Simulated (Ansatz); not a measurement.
Rock-salt LiI, treated with r²SCAN in Ansatz (PAW).

Numerical settings: plane-wave cutoff 560 eV, 10×10×10 k mesh, Fermi–Dirac smearing 0.01 eV, scalar-relativistic PAW data made under PBE.

The volume scan:

| V (Å³/atom) | E − E_lowest (meV/atom) | P (GPa) |
|---|---|---|
| 25.619 | 7.14 | 1.481 |
| 26.164 | 3.05 | 0.932 |
| 26.710 | 0.73 | 0.441 |
| 27.255 | 0.00 | 0.000 |
| 27.800 | 0.68 | -0.395 |
| 28.345 | 2.64 | -0.749 |
| 28.890 | 5.74 | -1.066 |

Q: Estimate the bulk modulus and its pressure derivative from these points.

A: V0 = 27.255 Å³/atom, B0 = 20.8 GPa, B′ = 4.5 (fit to the energies at full precision).

Measured, for comparison: bulk modulus 24 GPa (0 K, extrapolated to 0 K; as tabulated in Doll and Stoll (1998), arXiv:cond-mat/9801031). Computed (rounded) less measured: bulk modulus -13 %.

Spin–orbit coupling is not included.

Computed values are for the static lattice.

Computing time: roughly 50 core-seconds.

Ansatz is a quantum-chemistry and plane-wave program.
